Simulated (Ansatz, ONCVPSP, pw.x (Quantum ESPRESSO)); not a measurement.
**Si: one change to the ONCV potential, in the atom and in the bcc crystal**

ONCVPSP 4.0.1.1 (patched build) input, shortened (lines: element, Z, core and valence counts, functional; n l f; lmax; l rc ep ncon nbas qcut; lloc lpopt rc5 dvloc0; l nproj debl; icmod fcfact rcfact), PBE, scalar-relativistic:

```
  Si 14.00    3    2        4      upf
    1    0    2.00
    2    0    2.00
    2    1    6.00
    3    0    2.00
    3    1    2.00
    2
    0    1.75    0.00    4    8    4.10
    1    2.25    0.00    4    8    2.90
    2    2.25    0.43    3    7    4.10
    4    5    1.65    0.00
    0    1    0.40
    1    1    3.60
    2    1    2.80
    3    3.00    1.50
```

Change: core correction Teter function, fcfact 3, rcfact 1.26.

Cutoffs, loose and tight: the cutoffs (Ha) at which the residual kinetic energy of the hardest occupied pseudo-wave falls to 1 and 0.1 mHa per electron. They do not see the model core or the augmentation charge, which bear on the density cutoff. Test errors are all-electron minus pseudo excitation energies from the reference, over the configurations 3s2 3p1; 3s2 3p0; 3s1 3p0; 3s1 3p3; variants that change the core or the reference have their own tests.

Crystal test: bcc Si in pw.x 7.5, no spin, 15³ k-points, Fermi–Dirac smearing 0.01 Ry, cutoffs set for each file from its atomic test. The reference is all-electron LAPW (Ansatz 0.2.0) with the same functional, mesh and smearing; V0 and B0 come from Birch–Murnaghan fits to the pressures at five volumes. Errors are pseudo minus all-electron; Δ is the rms difference of the E(V) curves that follow from these fits, minima aligned, over ±6 % about the mean V0. Mesh and smearing are coarse, so the numbers serve the comparison and aren't converged zero-temperature values; the lattice is a test structure that the element need not adopt.

All-electron: a0 = 3.083 Å (V0 = 14.65 Å³/atom), B0 = 93.0 GPa.

Q: Does the change bring the crystal closer to the all-electron result?

A: The mean pressure error goes from -0.53 to +0.32 GPa, so the change moves the solid closer to the all-electron pressures.

| quantity | base | changed |
| --- | --- | --- |
| outcome (atom) | generated | generated |
| cutoff, loose (atom) | 7.5 Ha | 7.5 Ha |
| cutoff, tight (atom) | 17 Ha | 17 Ha |
| bound ghosts (atom) | none | none |
| largest test error (meV) (atom) | +7.1 | +69 |
| cutoffs in pw.x (Ry) | 50/200 | 50/200 |
| a0 (Å) | 3.077 | 3.086 |
| a0 error (%) | -0.19 | +0.11 |
| B0 error (%) | +0.7 | -0.1 |
| Δ (meV/atom) | 1.7 | 1.0 |
| mean pressure error (GPa) | -0.53 | +0.32 |
